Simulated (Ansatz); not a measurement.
# Ca: pressure up to the limit of the methods

An exercise on one series of results from a longer session: the logs are not shown, and one member is left open.

Method: DFT PBE, with the methods named in each step, in Ansatz 0.2.0.

1 further run of the same task is left out (it didn't finish).

## Starting point

Symmetry: P6_3/mmc, No. 194, hexagonal system. The conventional cell has a = 3.913 Å, b = 3.913 Å, c = 12.719 Å, α = 90.00°, β = 90.00°, γ = 120.00°. Ca (site symmetry -3m) is surrounded by 12 Ca at 3.90 to 3.91 Å. Around Ca (site symmetry -6m2) lie 12 Ca at 3.90 to 3.91 Å.

As a file:

```cif
data_structure
_symmetry_space_group_name_H-M 'P6_3/mmc'
_symmetry_Int_Tables_number 194
_cell_length_a 3.9135
_cell_length_b 3.9135
_cell_length_c 12.7187
_cell_angle_alpha 90.000
_cell_angle_beta 90.000
_cell_angle_gamma 120.000
_cell_volume 168.69
loop_
_atom_site_label
_atom_site_type_symbol
_atom_site_symmetry_multiplicity
_atom_site_Wyckoff_symbol
_atom_site_fract_x
_atom_site_fract_y
_atom_site_fract_z
_atom_site_occupancy
Ca1 Ca 2 a 0.00000 0.00000 0.00000 1
Ca2 Ca 2 c 0.33333 0.66667 0.25000 1
```

The file gives the conventional cell by its symmetry; the runs use the cell typed in the input.

Whether this phase is the stable one at these pressures isn't tested.

Atoms are numbered in the order of the input: Ca1, Ca2, Ca3, Ca4.

The first run:

Input file input.yaml:

```yaml
crystal:
  lattice:
    - [3.9134533828, 0.0, 0.0]
    - [-1.9567266914, 3.389150046, 0.0]
    - [0.0, 0.0, 12.7187234939]
  atoms:
    - { symbol: Ca, position: [0.0, 0.0, 0.0] }
    - { symbol: Ca, position: [0.0, 0.0, 0.5] }
    - { symbol: Ca, position: [0.3333333333, 0.6666666667, 0.25] }
    - { symbol: Ca, position: [0.6666666667, 0.3333333333, 0.75] }
kpoints:
  mp_grid: { grid: [10, 10, 3] }
scf:
  occupations: { method: fermi_dirac, width: 0.08 }
hamiltonian:
  xc: pbe
  pseudopotentials: { kind: paw }
output:
  forces: true
  stress: true
  write_density: true
  write_potential: true
  elf: true
  volumetric_format: npy
relax:
  f_tol: 0.005
  max_steps: 40
  cell: {}
```

Launch:

```bash
> ansatz run input.yaml --threads 1 --pin off --max-ram 3072MiB --backend cpu --events-out ev --progress --plain --runs-dir out
```

Steps of the session up to this table: Cell relaxed at zero pressure, PAW; Volume scaled by 1, PAW; Shape and atoms relaxed at 0.88 of the volume, PAW; Volume scaled by 0.88, PAW; Shape and atoms relaxed at 0.78 of the volume, PAW; Volume scaled by 0.78, PAW; Shape and atoms relaxed at 0.58 of the volume, PAW; Volume scaled by 0.58, PAW; Shape and atoms relaxed at 0.43 of the volume, PAW; Volume scaled by 0.43, PAW; Volume scaled by 0.43, PAW (level accurate).

One table of the session follows, with a row left open; its other results are not shown here.

| method | volume over the first | volume (Å³/atom) | pressure (GPa) |
| --- | --- | --- | --- |
| PAW | 1 | 42.311 | 0.00 |
| PAW | 0.88 | 37.234 | 2.73 |
| PAW | 0.78 | 33.003 | 6.37 |
| PAW | 0.58 | ? | ? |
| PAW | 0.43 | 18.194 | 47.63 |
| PAW (level accurate) | 0.43 | 18.194 | 47.64 |

**Question.** Estimate the row for PAW, 0.58.

As computed: volume (Å³/atom): 24.541; pressure (GPa): 21.46. In the column «volume (Å³/atom)» it lies between PAW (level accurate), 0.43 (18.194) and PAW, 0.78 (33.003).
